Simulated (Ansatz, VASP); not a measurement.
Two plane-wave programs on TePb

File INCAR:

```
SYSTEM = TePb
ALGO = Normal
EDIFF = 1E-6
ENCUT = 520
GGA = PE
ISIF = 2
ISMEAR = 0
LASPH = .TRUE.
LCHARG = .FALSE.
LREAL = .FALSE.
LWAVE = .FALSE.
NBANDS = 17
NELM = 100
PREC = Accurate
SIGMA = 0.05
```

The input KPOINTS:

```
k-points
0
G
  8 8 8
  0 0 0
```

File POSCAR:

```
TePb
1.0
    0.0000000000      3.3076750000      3.0656500000
    3.3076750000      0.0000000000      3.0656500000
    3.3076750000      3.3076750000      0.0000000000
Te Pb
1 1
Direct
    0.5000000000      0.5000000000      0.5000000000
    0.0000000000      0.0000000000      0.0000000000
```

Input for Ansatz:

```yaml
crystal:
  lattice:
    - [0.0, 3.307675, 3.06565]
    - [3.307675, 0.0, 3.06565]
    - [3.307675, 3.307675, 0.0]
  atoms:
    - { symbol: Te, position: [0.5, 0.5, 0.5] }
    - { symbol: Pb, position: [0.0, 0.0, 0.0] }
basis:
  ecutwfc: 420
kpoints:
  mp_grid: { grid: [8, 8, 8] }
hamiltonian:
  xc: pbe
scf:
  occupations: { method: gaussian, width: 0.05 }
output:
  forces: true
  stress: true
  eigenvalues: true
```

Change from the starting cell: strain +0.025 along x and y, -0.050 along z, atoms carried along.

Alike in both runs: task single point; functional PBE; k mesh 8 × 8 × 8; occupations gaussian, width 0.05 eV; no spin polarisation.

|  | VASP | Ansatz |
| --- | --- | --- |
| version | VASP 6.6.1 | Ansatz 0.2.0 |
| potentials or method | VASP PAW PBE potentials, release 64 (Te, Pb_d) | scalar-relativistic, plane waves, PAW |
| plane-wave cutoff (eV) | 520 | 420 |
| valence electrons in the cell | 20 | 30 |

Ansatz gave:

| Property | Result |
| --- | --- |
| gap on the k mesh at the Fermi level (eV) | 0.43 |
| least direct gap on the mesh (eV) | 0.43 |
| pressure (GPa) | 3.3 |
| largest component of the traceless stress (GPa) | 7.35 |

Q: Estimate VASP's values.

A: gap on the k mesh at the Fermi level (eV): 0.43; least direct gap on the mesh (eV): 0.43; pressure (GPa): 3.2; largest component of the traceless stress (GPa): 7.35.

The functional is the same, so the differences come from potentials, cutoffs and numerics. The two sets of potentials don't hold the same shells in valence.

Caveats: spin-orbit coupling is left out, which as a rule narrows the gap of such compounds by several tenths of an eV. A k mesh can miss the band edges.
